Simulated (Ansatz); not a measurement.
# Sn: from a trial structure to a relaxed crystal

Method: DFT PBEsol, scalar-relativistic, plane waves, PAW in Ansatz 0.2.0. Cutoff 420 eV, Γ-centred k mesh, Gaussian smearing, no spin polarisation in the final step.

The start puts Sn on the dhcp structure type (P6_3/mmc, No. 194), at a guessed volume.

```
Sn
1.0
     3.78715    0.00000    0.00000
    -1.89357    3.27977    0.00000
     0.00000    0.00000   12.21430
Sn
4
Direct
  0.00000 0.00000 0.00000
  0.00000 0.00000 0.50000
  0.33333 0.66667 0.75000
  0.66667 0.33333 0.25000
```

Cell and atoms relax at zero pressure; the relaxation can't lower the symmetry of the start. After a coarse first stage the cell is made exact in the group found at 0.06 Å.

Energies count from the standard state of Sn at the same level.

**Question.** What does it relax into?

**Answer.** It keeps P6_3/mmc (No. 194). The result has the dhcp structure. Conventional cell: a = 3.333 Å, c = 10.967 Å. Sn on Wyckoff site a (2 atoms of the primitive cell) is coordinated by 12 Sn at 3.33–3.35 Å; around Sn on Wyckoff site d (2 atoms of the primitive cell) lie 12 Sn at 3.33–3.35 Å.

```xyz
4
Lattice="3.3333 0.0000 0.0000 -1.6667 2.8867 0.0000 0.0000 0.0000 10.9669" Properties=species:S:1:pos:R:3 pbc="T T T"
Sn    0.0000    0.0000    0.0000
Sn    0.0000    0.0000    5.4835
Sn    0.0000    1.9245    8.2252
Sn    1.6667    0.9622    2.7417
```

**Question.** What are its volume, energy, density and gap?

**Answer.** The volume per atom is 26.38 Å³ and the density is 7.47 g/cm³. The energy over the standard structure is 0.03 eV/atom and the gap on the 15×15×6 mesh is 0 eV (a metal).

The final run used a 15×15×6 mesh on its 4-atom cell and 0.10 eV smearing. For metals, differences of a few meV/atom aren't resolved. Symmetry constrained the relaxation, so the result can be a saddle point.